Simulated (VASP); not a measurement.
Set up this calculation in VASP 6.6.1, as the native input.

```yaml
Task: band structure
Functional: TB-mBJ
Potentials_or_basis: VASP PAW PBE potentials, release 64 (C)
Cutoff: 520 eV
k_mesh: 14 × 14 × 14
Occupations: gaussian, width 0.03 eV
Spin: no spin polarisation
Further_INCAR_settings: ALGO = Normal; EDIFF = 1e-07
```

The system is C.

```
CELL_PARAMETERS angstrom
0.00000 1.77745 1.77745
1.77745 0.00000 1.77745
1.77745 1.77745 0.00000
ATOMIC_POSITIONS crystal
C 0.00000 0.00000 0.00000
C 0.25000 0.25000 0.25000
```

This isn't the form of C at room conditions, which is graphite.

The input as run:

POSCAR

```
C                                       
1.0
    0.0000000000      1.7774542777      1.7774542777
    1.7774542777      0.0000000000      1.7774542777
    1.7774542777      1.7774542777      0.0000000000
  C             
     2
Direct
     0.0000000000000000    0.0000000000000000    0.0000000000000000
     0.2500000000000000    0.2500000000000000    0.2500000000000000
```

INCAR.step1

```
PREC = Accurate ; ENCUT = 520
EDIFF = 1E-5 ; ISMEAR = 0
SIGMA = 0.03 ; LREAL = False
LASPH = True ; NELM = 80
ALGO = Normal ; ISIF = 2
LWAVE = True ; LCHARG = False
GGA = PE
```

INCAR.step2

```
PREC = Accurate ; ENCUT = 520
EDIFF = 1E-7 ; ISMEAR = 0
SIGMA = 0.03 ; LREAL = False
LASPH = True ; NELM = 80
ALGO = Normal ; ISIF = 2
LWAVE = False ; LCHARG = False
METAGGA = MBJ ; ISTART = 1
```

KPOINTS

```
Automatic mesh
0
Gamma
  14 14 14
```

KPOINTS_OPT

```
explicit points
202
Reciprocal
 0.0000000000  0.0000000000  0.0000000000 1
 0.0555555556  0.0000000000  0.0555555556 1
 0.1111111111  0.0000000000  0.1111111111 1
 0.1666666667  0.0000000000  0.1666666667 1
 0.2222222222  0.0000000000  0.2222222222 1
 0.2777777778  0.0000000000  0.2777777778 1
[... 194 lines left out ...]
 0.4929755100  0.0070244900  0.5000000000 1
 0.5070244900 -0.0070244900  0.5000000000 1
```

Potentials or basis: VASP PAW PBE potentials, release 64 (C).

The run is started by

```sh
$ cat potpaw_PBE.64/C/POTCAR > POTCAR
$ cp INCAR.step1 INCAR
$ mpirun -np 1 vasp_std > vasp.out
$ cp INCAR.step2 INCAR
$ mpirun -np 1 vasp_std > vasp.out
```

Results of the run:

```
Band gap on the k mesh  : 4.97 eV, indirect (least direct gap 6.65 eV)
Band gap along the path : 4.98 eV, indirect (least direct gap 6.65 eV)
```

Run time: 25 s on 1 thread of Intel(R) Xeon(R) 6975P-C (Granite Rapids), with other jobs on the host, peak memory 0.12 GiB.
